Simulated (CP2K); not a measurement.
CdS (Hawleyite) in CP2K: the effect of functional

Crystal: CdS (Hawleyite).

```
Cd S
1.0
     4.12455    0.00000    0.00000
     2.06228    3.57197    0.00000
     2.06228    1.19066    3.36768
Cd S
1 1
Direct
  0.00000 0.00000 0.00000
  0.75000 0.75000 0.75000
```

Alike in all runs:

```yaml
Program: CP2K 2026.2
Task: atomic charges
Potentials_or_basis: POTENTIAL_UZH Cd GTH-PBE-q12, S GTH-PBE-q6; TZVP-MOLOPT-PBE-GTH basis
Density_cutoff: 9184 eV
k_mesh: 8 × 8 × 8
Occupations: fermi-dirac, width 0.05 eV
Spin: no spin polarisation
```

| functional | gap on the mesh (eV) | pressure (GPa) |
| --- | --- | --- |
| PBE | 1.14 | 3.4 |
| LDA | 0.85 | -0.9 |
| AM05 | 1.07 | 1.2 |
| BEEF-vdW | 1.27 | 4.9 |
| optB88-vdW | ? | ? |
| r2SCAN | 1.27 | 0.4 |

Problem. What does the run with functional optB88-vdW give?

Solution. gap on the mesh 1.06 eV; pressure 3.4 GPa.

Caveats: the basis of atomic orbitals isn't converged, which shifts pressures, moduli and gaps; the potentials were made for another functional, which shifts forces and pressure (some runs).

